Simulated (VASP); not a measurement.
# AgCl (Chlorargyrite) (Fm-3m) in VASP: settings compared, part 2 of 2

VASP 6.6.1. Earlier steps stand in the parts before.

**3. Single point, PBE**

Input file INCAR:

```
SYSTEM = AgCl
PREC = Accurate
ENCUT = 520
EDIFF = 1E-6
ISMEAR = -1
SIGMA = 0.05
LREAL = .False.
LASPH = .True.
NELM = 80
ALGO = Normal
ISIF = 2
LWAVE = .False.
LCHARG = .False.
GGA = PE
NBANDS = 16
```

Input file KPOINTS:

```
regular mesh
0
Gamma
  7 7 7
  0 0 0
```

Input file POSCAR:

```
AgCl
1.0
    0.0000000000      2.6791680073      2.6791680073
    2.6791680073      0.0000000000      2.6791680073
    2.6791680073      2.6791680073      0.0000000000
Ag Cl
1 1
Direct
    0.0000000000      0.0000000000      0.0000000000
    0.5000000000      0.5000000000      0.5000000000
```

Potentials or basis: VASP PAW PBE potentials, release 64 (Ag, Cl).

Run with:

```bash
> cat potpaw_PBE.64/Ag/POTCAR potpaw_PBE.64/Cl/POTCAR > POTCAR
> mpirun -np 1 vasp_std > vasp.out
```

OUTCAR:

```text
SYSTEM = AgCl
   PREC = Accurate
   ENCUT = 520
   EDIFF = 1E-6
   ISMEAR = -1
   LREAL = .False.
   LASPH = .True.
   NELM = 80
   ISIF = 2
   GGA = PE

 ion  position               nearest neighbor table
   1  0.000  0.000  0.000-   2 2.68   2 2.68   2 2.68   2 2.68   2 2.68   2 2.68
   2  0.500  0.500  0.500-   1 2.68   1 2.68   1 2.68   1 2.68   1 2.68   1 2.68

  LATTYP: Found a face centered cubic cell.
 ALAT       =     5.3583360146

  Lattice vectors:

 A1 = (   0.0000000000,   2.6791680073,   2.6791680073)
 A2 = (   2.6791680073,   0.0000000000,   2.6791680073)
 A3 = (   2.6791680073,   2.6791680073,   0.0000000000)

Analysis of symmetry for initial positions (statically):
=====================================================================
 Subroutine PRICEL returns:
 Original cell was already a primitive cell.

 Routine SETGRP: Setting up the symmetry group for a
 face centered cubic supercell.

 Subroutine GETGRP returns: Found 48 space group operations
 (whereof 48 operations were pure point group operations)
 out of a pool of 48 trial point group operations.

The static configuration has the point symmetry O_h .

Analysis of symmetry for dynamics (positions and initial velocities):
=====================================================================
 Subroutine PRICEL returns:
 Original cell was already a primitive cell.

 Routine SETGRP: Setting up the symmetry group for a
 face centered cubic supercell.

 Subroutine GETGRP returns: Found 48 space group operations
 (whereof 48 operations were pure point group operations)
 out of a pool of 48 trial point group operations.

The dynamic configuration has the point symmetry O_h .

 Subroutine INISYM returns: Found 48 space group operations
 (whereof 48 operations are pure point group operations),
 and found     1 'primitive' translations

----------------------------------------------------------------------------------------

                                     Primitive cell

  volume of cell :      38.4618

  direct lattice vectors                    reciprocal lattice vectors
     0.000000000  2.679168007  2.679168007    -0.186625101  0.186625101  0.186625101
     2.679168007  0.000000000  2.679168007     0.186625101 -0.186625101  0.186625101
     2.679168007  2.679168007  0.000000000     0.186625101  0.186625101 -0.186625101

  length of vectors
     3.788915732  3.788915732  3.788915732     0.323244157  0.323244157  0.323244157

  position of ions in fractional coordinates (direct lattice)
     0.000000000  0.000000000  0.000000000
     0.500000000  0.500000000  0.500000000

  ion indices of the primitive-cell ions
   primitive index   ion index
                 1           1
                 2           2

----------------------------------------------------------------------------------------

 KPOINTS: regular mesh

Automatic generation of k-mesh.
 Grid dimensions read from file:
 generate k-points for:    7    7    7

 Generating k-lattice:

  Cartesian coordinates                     Fractional coordinates (reciprocal lattice)
    -0.026660729  0.026660729  0.026660729     0.142857143  0.000000000  0.000000000
     0.026660729 -0.026660729  0.026660729     0.000000000  0.142857143  0.000000000
     0.026660729  0.026660729 -0.026660729     0.000000000  0.000000000  0.142857143

  Length of vectors
     0.046177737  0.046177737  0.046177737

  Shift w.r.t. Gamma in fractional coordinates (k-lattice)
     0.000000000  0.000000000  0.000000000

 Subroutine IBZKPT returns following result:
 ===========================================

 Found     20 irreducible k-points:

 Following reciprocal coordinates:
            Coordinates               Weight
  0.000000  0.000000  0.000000      1.000000
  0.142857  0.000000  0.000000      8.000000
  0.285714  0.000000  0.000000      8.000000
  0.428571  0.000000  0.000000      8.000000
  0.142857  0.142857  0.000000      6.000000
  0.285714  0.142857  0.000000     24.000000
[... 12 lines left out ...]
 -0.428571  0.428571  0.142857     24.000000
 -0.285714  0.428571  0.142857     24.000000
   k-points           NKPTS =     20   k-points in BZ     NKDIM =     20   number of bands    NBANDS=     16
   number of dos      NEDOS =    301   number of ions     NIONS =      2
   total plane-waves  NPLWV =  21952
   dimension x,y,z NGX =    28 NGY =   28 NGZ =   28
   dimension x,y,z NGXF=    56 NGYF=   56 NGZF=   56
   ions per type =               1   1
   NGX,Y,Z   is equivalent  to a cutoff of  12.29, 12.29, 12.29 a.u.
   NGXF,Y,Z  is equivalent  to a cutoff of  24.57, 24.57, 24.57 a.u.
 SYSTEM =  AgCl
   PREC   = accura    normal or accurate (medium, high low for compatibility)
   ISTART =      0    job   : 0-new  1-cont  2-samecut
   ICHARG =      2    charge: 1-file 2-atom 10-const
   ISPIN  =      1    spin polarized calculation?
   LNONCOLLINEAR =      F non collinear calculations
   LSORBIT =      F    spin-orbit coupling
   LASPH  =      T    aspherical Exc in radial PAW
   ENCUT  =  520.0 eV  38.22 Ry    6.18 a.u.   7.04  7.04  7.04*2*pi/ulx,y,z
   NELM   =     80;   NELMIN=  2; NELMDL= -5     # of ELM steps
   EDIFF  = 0.1E-05   stopping-criterion for ELM
   LREAL  =      F    real-space projection
   EDIFFG = 0.1E-04   stopping-criterion for IOM
   NSW    =      0    number of steps for IOM
   IBRION =     -1    ionic relax: 0-MD 1-quasi-New 2-CG
   NFREE  =      0    steps in history (QN), initial steepest desc. (CG)
   ISIF   =      2    stress and relaxation
   ISYM   =      2    0-nonsym 1-usesym 2-fastsym
   POTIM  = 0.5000    time-step for ionic-motion
   TEBEG  =    0.0;   TEEND  =   0.0 temperature during run
   PSTRESS=    0.0 pullay stress
   NELECT =      18.0000    total number of electrons
   NUPDOWN=      -1.0000    fix difference up-down
   EMIN   =  10.00;   EMAX   =-10.00  energy-range for DOS
   EFERMI =   0.00;   METHOD = LEGACY
   ISMEAR =    -1;   SIGMA  =   0.05  broadening in eV -4-tet -1-fermi 0-gaus
   EFERMI_NEDOS =   21; number of points for ismear=-14 and -15
   IALGO  =     38    algorithm
   IMIX   =      4    mixing-type and parameters
     AMIX     =   0.40;   BMIX     =  1.00
     AMIX_MAG =   1.60;   BMIX_MAG =  1.00
  volume/ion in A,a.u.               =      19.23       129.78
  Fermi-wavevector in a.u.,A,eV,Ry     =   1.271030  2.401898 21.980438  1.615517
  Thomas-Fermi vector in A             =   2.403985
   LORBIT       =      0    0 simple, 1 ext, 2 COOP (PROOUT), +10 PAW based schemes
   GGA     = PE    functional components
   LHFCALC =     F    Hartree Fock is set to
   AEXX    =    0.0000 exact exchange contribution
   IVDW    =     0    specifies the selected vdW correction
   LEPSILON=     F    determine dielectric tensor
   LRPA    =     F    only Hartree local field effects (RPA)
 non-spin polarized calculation
  energy-cutoff  :      520.00
  volume of cell :       38.46
 maximum number of plane-waves:      1047
   NGX = 15   NGY = 15   NGZ = 15

 number of electron      18.0000005 magnetization

 Free energy of the ion-electron system (eV)
  ---------------------------------------------------
  ext. energy  EPLUGINS =         0.00000000
  ---------------------------------------------------
  free energy    TOTEN  =        -5.27456595 eV

  energy without entropy =       -5.27456423  energy(sigma->0) =       -5.27456509

 E-fermi :   5.7036     XC(G=0): -10.5173

 val. band max:        5.1145189330   @ k =   0.4286   0.0000   0.0000
 cond. band min:       6.1159089715   @ k =   0.0000   0.0000   0.0000
 fundamental gap:      1.0013900385
 Fermi energy:         5.7035553544

 k-point     1 :       0.0000    0.0000    0.0000
  band No.  band energies     occupation
      1     -10.6851      2.00000
      2       2.3005      2.00000
      3       2.3005      2.00000
      4       2.3005      2.00000
      5       2.3482      2.00000
      6       2.3482      2.00000
[... 8 lines left out ...]
     15      19.1555      0.00000
     16      19.1795      0.00000
[... 343 lines left out ...]
 k-point    20 :      -0.2857    0.4286    0.1429
  band No.  band energies     occupation
      1     -10.0409      2.00000
      2       0.1167      2.00000
      3       0.3771      2.00000
      4       0.5730      2.00000
      5       2.6707      2.00000
      6       2.8337      2.00000
[... 8 lines left out ...]
     15      18.7671      0.00000
     16      21.0749      0.00000

------------------------ aborting loop because EDIFF is reached ----------------------------------------

  FORCE on cell =-STRESS in cart. coord.  units (eV):
  Direction    XX          YY          ZZ          XY          YZ          ZX
  --------------------------------------------------------------------------------------
  -------------------------------------------------------------------------------------
  Total        1.9659770      1.9659770      1.9659770      0.0000000      0.0000000     -0.0000000
  in kB       81.8953373     81.8953373     81.8953373      0.0000000      0.0000000     -0.0000000
  external PRESSURE =      81.8953373 kB  Pullay stress =       0.0000000 kB

 VOLUME and BASIS-vectors are now :
 -----------------------------------------------------------------------------
  energy-cutoff  :      520.00
  volume of cell :       38.46
      direct lattice vectors                 reciprocal lattice vectors
     0.000000000  2.679168007  2.679168007    -0.186625101  0.186625101  0.186625101
     2.679168007  0.000000000  2.679168007     0.186625101 -0.186625101  0.186625101
     2.679168007  2.679168007  0.000000000     0.186625101  0.186625101 -0.186625101

 POSITION                                       TOTAL-FORCE (eV/Angst)
 -----------------------------------------------------------------------------------
      0.00000      0.00000      0.00000         0.000000      0.000000      0.000000
      2.67917      2.67917      2.67917        -0.000000     -0.000000     -0.000000
 -----------------------------------------------------------------------------------
    total drift:                                0.000000      0.000000      0.000000

  FREE ENERGIE OF THE ION-ELECTRON SYSTEM (eV)
  ---------------------------------------------------
  free  energy   TOTEN  =        -5.2745659486 eV

  energy  without entropy=       -5.2745642291  energy(sigma->0) =       -5.27456509
```

It took 9.9 s on 1 thread of Intel Xeon Platinum 8375C at 2.90GHz (Ice Lake), shared host; peak memory 0.15 GiB.

Results:

```yaml
Free_energy: -5.2746 eV
Pressure: 8.2 GPa
Band_gap_on_the_k_mesh: 1.00 eV, indirect (least direct gap 3.61 eV)
```

A k mesh can miss the band edges. PBE gaps usually lie below the measured ones, often by a third to a half.

**4. Single point, LDA**

This run uses another cell than the first one, of 19.64 Å³/atom, 1.021 times its volume.

Input file INCAR:

```
ALGO     = Normal         # electronic algorithm
EDIFF    = 1E-7           # SCF threshold, eV
ENCUT    = 520            # plane-wave cutoff, eV
ISIF     = 2              # what is computed and relaxed
ISMEAR   = -1             # smearing method
LASPH    = True           # aspherical terms in the spheres
LCHARG   = False          # write CHGCAR
LREAL    = False          # projectors in reciprocal space
LWAVE    = False          # write WAVECAR
NBANDS   = 16             # bands
NELM     = 80             # most SCF steps
PREC     = Accurate       # precision mode
SIGMA    = 0.05           # smearing width, eV
```

Input file KPOINTS:

```
k-points
0
Gamma
  7 7 7
```

Input file POSCAR:

```
AgCl
1.0
    0.0000000000      2.6980360093      2.6980360093
    2.6980360093      0.0000000000      2.6980360093
    2.6980360093      2.6980360093      0.0000000000
Ag Cl
1 1
Direct
    0.0000000000      0.0000000000      0.0000000000
    0.5000000000      0.5000000000      0.5000000000
```

Potentials or basis: VASP PAW LDA potentials, release 64 (Ag, Cl).

Run with:

```bash
> cat potpaw_LDA.64/Ag/POTCAR potpaw_LDA.64/Cl/POTCAR > POTCAR
> mpirun -np 1 vasp_std > vasp.out
```

Run time: 9.9 s. Hardware: 1 thread of Intel Xeon Platinum 8375C at 2.90GHz (Ice Lake), shared host; peak memory 0.14 GiB.

Results (log left out):

| Item | Value |
| --- | --- |
| Free energy | -6.7890 eV |
| Pressure | -1.5 GPa |
| Band gap on the k mesh | 0.74 eV, indirect (least direct gap 3.30 eV) |

Levels at points of the mesh, in eV from the valence-band top:
```
           k point  band 5  band 6  band 7  band 8  band 9  band 10  band 11  band 12  band 13  band 14
(0.00, 0.00, 0.00)   -2.76   -2.76   -2.56   -2.56   -2.56     0.74    10.81    10.81    10.81    12.00
```

**5. The runs side by side**

```tsv
level	potentials or basis	cell	gap on the mesh (eV)	pressure (GPa)
LDA	VASP PAW LDA potentials, release 64 (Ag, Cl)	a = 3.789 Å, angles 60.0°, 2 atoms	0.75	-0.1
PBE	VASP PAW PBE potentials, release 64 (Ag, Cl)	a = 3.789 Å, angles 60.0°, 2 atoms	1.00	8.2
LDA	VASP PAW LDA potentials, release 64 (Ag, Cl)	a = 3.816 Å, angles 60.0°, 2 atoms	0.74	-1.5
```

Alike in all rows: task single point; no spin polarisation; k mesh 7 × 7 × 7; cutoff (eV) 520; smearing fermi-dirac 0.05 eV.

Absolute energies hang on the potentials; compare differences alone.

**6. Comparison with measurements**

Step 2. Measured gap of AgCl: 3.249 eV (indirect; a printed reference work, data compilation). This calculation gives 0.75 eV (-2.50 eV). So large a miss can be the level of theory's own, or it may mean another phase, state or a wrong row. Spin-orbit coupling on Ag is left out. The value is that of LDA on a finite k mesh, which can miss the band edges, without temperature or zero-point motion. Semilocal functionals fall short of measured gaps as a rule.

Step 4. Measured gap of AgCl: 3.249 eV (indirect; a printed reference work, data compilation). This calculation gives 0.74 eV (-2.51 eV). So large a miss can be the level of theory's own, or it may mean another phase, state or a wrong row. Spin-orbit coupling on Ag is left out. The value is that of LDA on a finite k mesh, which can miss the band edges, without temperature or zero-point motion. Semilocal functionals fall short of measured gaps as a rule.
